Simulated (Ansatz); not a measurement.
# CuCl (F-43m): phonons and dielectric response

Aim: the lattice vibrations of CuCl (F-43m) at its relaxed cell, and whether any of them is unstable, with its dielectric response.

Method: DFT r²SCAN, scalar-relativistic, plane waves, PAW, in Ansatz 0.2.0.

5 further runs of the same task are left out: 5 set aside as unsound or not needed.

## 1. The structure to begin with

It takes space group F-43m (No. 216, cubic). The conventional cell has a = 5.357 Å, b = 5.357 Å, c = 5.357 Å, α = 90.00°, β = 90.00°, γ = 90.00°. Cu (site symmetry -43m) has 4 Cl at 2.32 Å as nearest neighbours. Around Cl (site symmetry -43m) lie 4 Cu at 2.32 Å.

Coordinates:

```xyz
2
Lattice="0.0000 2.6783 2.6783 2.6783 0.0000 2.6783 2.6783 2.6783 0.0000" Properties=species:S:1:pos:R:3 pbc="T T T"
Cu    0.0000    0.0000    0.0000
Cl    4.0175    4.0175    4.0175
```

This cell comes from an earlier session at r²SCAN: 19.212 Å³/atom at 0.02 GPa, on a 12×12×12 mesh.

## 2. Zone-centre modes and dielectric tensors

The input, input.yaml:

```yaml
crystal:
  lattice:
    - [0.0, 2.6783090927, 2.6783090927]
    - [2.6783090927, 0.0, 2.6783090927]
    - [2.6783090927, 2.6783090927, 0.0]
  atoms:
    - { symbol: Cu, position: [0.0, 0.0, 0.0] }
    - { symbol: Cl, position: [0.75, 0.75, 0.75] }
basis:
  ecutwfc: 500
  ecutrho_ratio: 4
kpoints:
  mp_grid: { grid: [12, 12, 12] }
hamiltonian:
  xc: r2scan
scf:
  occupations: { method: fixed }
output: {}
phonons:
  method: dfpt
  dielectric: true
  rigid_motions: translations
```

Command:

```bash
> ansatz run input.yaml --threads 4 --pin off --max-ram 7168MiB --backend cpu --events-out ev --progress --plain --runs-dir out
```

## 3. The dielectric function

Changes to input.yaml since step 2:

```diff
@@ -16,7 +16,9 @@
 scf:
-  occupations: { method: fixed }
-output: {}
-phonons:
-  method: dfpt
-  dielectric: true
-  rigid_motions: translations
+  occupations: { method: gaussian, width: 0.05 }
+  n_extra_bands: 20
+output:
+  forces: true
+  stress: true
+  eigenvalues: true
+  optics: { de: 0.05 }
+  efg: {}
```

## 4. Phonons from displacements in a 2×2×2 supercell

The input, input.yaml:

```yaml
crystal:
  lattice:
    - [0.0, 2.6783090927, 2.6783090927]
    - [2.6783090927, 0.0, 2.6783090927]
    - [2.6783090927, 2.6783090927, 0.0]
  atoms:
    - { symbol: Cu, position: [0.0, 0.0, 0.0] }
    - { symbol: Cl, position: [0.75, 0.75, 0.75] }
basis:
  ecutwfc: 500
  ecutrho_ratio: 4
kpoints:
  mp_grid: { grid: [8, 8, 8] }
hamiltonian:
  xc: r2scan
scf:
  occupations: { method: gaussian, width: 0.05 }
output: {}
phonons:
  method: fd
  supercell: [2, 2, 2]
  qpath:
    path:
      - [[0.0, 0.0, 0.0], [-0.5, -0.5, 0.0], [-0.375, -0.375, 0.25]]
      - [[-0.375, 0.0, 0.375], [0.0, 0.0, 0.0], [0.0, 0.0, 0.5], [-0.5, -0.25, 0.25], [-0.5, -0.5, 0.0]]
    npoints: 6
  temperatures: { t_min: 0, t_max: 1000, t_step: 100 }
```

Before running it: what results should come out? Wanted: ε∞; ε0; Born charges; optical modes at Γ, without LO–TO splitting; strongest peak of ε2; ε∞, independent particles; highest frequency; imaginary modes; zero-point energy.

**Answer**, as computed:

| quantity | value |
| --- | --- |
| ε∞ (mean of the diagonal) | 4.50 |
| ε0 | 6.94 |
| Born charges (mean of the diagonal) | Cu +1.03; Cl -1.03 e |
| optical modes at Γ, without LO–TO splitting | 156 cm⁻¹ |
| strongest peak of ε2 | 5.7 at 9.25 eV |
| ε∞, independent particles | 4.72 |
| highest frequency | 258 cm⁻¹ at L |
| imaginary modes | none beyond 15 cm⁻¹ |
| zero-point energy | 25.7 meV/atom |

**Reading.** The lattice adds 2.4 to the electrons' 4.5 in the static dielectric constant. The long-range field lifts the highest mode from 156 to 194 cm⁻¹ (LO–TO splitting). On this grid of 0.25 eV, ε2 first passes 0.5 at 1.25 eV and peaks at 9.25 eV. The onset follows the calculated direct gap (0.97 eV on the mesh), and excitons are left out. No branch is imaginary beyond noise, so the structure is dynamically stable along this path. Points that don't fit the supercell are interpolated.

These are semilocal Kohn-Sham gaps, which aren't the measured quantity. Such gaps usually fall short of the measured ones.
